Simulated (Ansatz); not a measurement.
# MnSi: equation of state

One table from this session's results is given with a row withheld; the runs are named, their logs left out.

Computed with Ansatz 0.2.0 (DFT PBE, scalar-relativistic, unless a step's input says otherwise).

1 further run of the same task is left out (set aside as unsound or not needed).

## The starting structure

It takes space group Fm-3m (No. 225, cubic). The conventional cell has a = 4.845 Å, b = 4.845 Å, c = 4.845 Å, α = 90.00°, β = 90.00°, γ = 90.00°. Around Mn (site symmetry m-3m) lie 6 Si at 2.42 Å. Si (site symmetry m-3m) is surrounded by 6 Mn at 2.42 Å.

Coordinates:

```cif
data_structure
_symmetry_space_group_name_H-M 'P 1'
_symmetry_Int_Tables_number 1
_cell_length_a 3.4259
_cell_length_b 3.4259
_cell_length_c 3.4259
_cell_angle_alpha 60.000
_cell_angle_beta 60.000
_cell_angle_gamma 60.000
_cell_volume 28.43
loop_
_atom_site_label
_atom_site_type_symbol
_atom_site_fract_x
_atom_site_fract_y
_atom_site_fract_z
_atom_site_occupancy
Mn1 Mn 0.00000 0.00000 0.00000 1
Si1 Si 0.50000 0.50000 0.50000 1
```

The cell was relaxed by PAW from a hypothetical start (rocksalt type); it needn't be the stable phase of this composition.

Atoms are numbered in the order of the input: Mn1, Si2.

Set-up of the first run:

input.yaml reads:

```yaml
crystal:
  lattice:
    - [0.0, 2.3897549226, 2.3897549226]
    - [2.3897549226, 0.0, 2.3897549226]
    - [2.3897549226, 2.3897549226, 0.0]
  atoms:
    - { symbol: Mn, position: [0.0, 0.0, 0.0], spin: 4.0 }
    - { symbol: Si, position: [0.5, 0.5, 0.5] }
magnetization:
  spin_polarized: true
kpoints:
  mp_grid: { grid: [15, 15, 15] }
scf:
  occupations: { method: fermi_dirac, width: 0.05 }
hamiltonian:
  xc: pbe
  pseudopotentials: { kind: all_electron, lapw: { basis_error: 0.001 } }
output:
  forces: true
  stress: true
  eigenvalues: true
```

Steps of the session up to this table: Volume × 0.96, LAPW; Volume × 0.96, PAW; Volume × 0.96, crystal datasets; Volume × 0.98, LAPW; Volume × 0.98, PAW; Volume × 1.02, LAPW; Volume × 1.02, PAW; Volume × 1.04, LAPW; Volume × 1.04, PAW; Volume × 1.04, crystal datasets.

One table of the session follows, with a row left open; its other results are not shown here.

It belongs to the step «Fits». 

| method | volume (Å³/atom) | moment Mn1 (μB) | moment Si2 (μB) |
| --- | --- | --- | --- |
| LAPW | 13.648 | 2.48 | -0.10 |
| LAPW | 13.932 | 2.55 | -0.10 |
| LAPW | 14.216 | 2.62 | -0.11 |
| LAPW | 14.501 | 2.70 | -0.11 |
| LAPW | 14.785 | 2.78 | -0.12 |
| PAW | 13.648 | 2.35 | -0.10 |
| PAW | 13.932 | 2.41 | -0.10 |
| PAW | 14.216 | 2.48 | -0.11 |
| PAW | 14.501 | ? | ? |
| PAW | 14.785 | 2.64 | -0.12 |
| crystal datasets | 13.648 | 2.35 | -0.10 |
| crystal datasets | 14.216 | 2.49 | -0.11 |
| crystal datasets | 14.785 | 2.65 | -0.11 |

Estimate the missing values for PAW, 14.501.

**Answer.** moment Mn1 (μB): 2.56; moment Si2 (μB): -0.11. In the column «moment Mn1 (μB)» it lies between LAPW, 13.932 (2.55) and LAPW, 14.216 (2.62).

Limits of these values: Warnings in the runs' records: crystal datasets made.
